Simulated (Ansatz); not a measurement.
# Ta in Ansatz: the effect of functional

Ta:

```
Ta
1.0
     2.91958    0.00000    0.00000
    -1.45979    2.52843    0.00000
     0.00000    0.00000    5.20049
Ta
2
Direct
  0.33333 0.66667 0.25000
  0.66667 0.33333 0.75000
```

This isn't the form of Ta at room conditions, which is bcc.

The cell isn't the ideal one: volume scaled by 1.02.

Alike in all runs:

```yaml
Program: Ansatz 0.2.0
Task: single point
Potentials_or_basis: Ansatz PAW
k_mesh: 11 × 11 × 5
Occupations: fermi-dirac, width 0.05 eV
Spin: no spin polarisation
```

```csv
functional,cutoff,pressure (GPa)
LDA,420 eV (not typed: the program's choice for these potentials),-15.1
PBEsol,420 eV (not typed: the program's choice for these potentials),?
r2SCAN,500 eV (not typed: the program's choice for these potentials),-7.1
```

What does the run with functional PBEsol give?

Pressure -10.6 GPa.

Caveats: the PAW data sets come from PBE, with cores solved anew for the run's functional, which leaves a small shift of forces and pressure.
